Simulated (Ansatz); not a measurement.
**Relaxing Br in the diamond type**

First guess:

```xyz
2
Lattice="0.0000 2.5869 2.5869 2.5869 0.0000 2.5869 2.5869 2.5869 0.0000" Properties=species:S:1:pos:R:3 pbc="T T T"
Br    0.0000    0.0000    0.0000
Br    1.2935    1.2935    1.2935
```

All numbers below come from DFT, PBE, PAW with Ansatz's default frozen-core files, scalar-relativistic (Ansatz 0.2.0).

Cell and atoms relax within the symmetry of the start on a 14×14×14 k mesh with 0.05 eV Fermi–Dirac smearing.

The start is built from a prototype, known or not as a phase of this compound; the cutoff is 420 eV.

(1) What is the pressure of the first guess?

(2) What does it relax to?

(3) How much energy does the relaxation release?

Results:

(1) 100.6 GPa.

(2) a = 7.003 Å, b = 7.003 Å, c = 7.003 Å, α = 90.00°, β = 90.00°, γ = 90.00° (conventional cell), 42.93 Å³ per atom:
Space group Fd-3m:1 (No. 227). a = 7.003 Å, b = 7.003 Å, c = 7.003 Å, α = 90.00°, β = 90.00°, γ = 90.00°
```tsv
atom	site	symmetry	x	y	z
Br	8b	-43m	0.0000	0.0000	0.5000
```

(3) 3736 meV/atom.
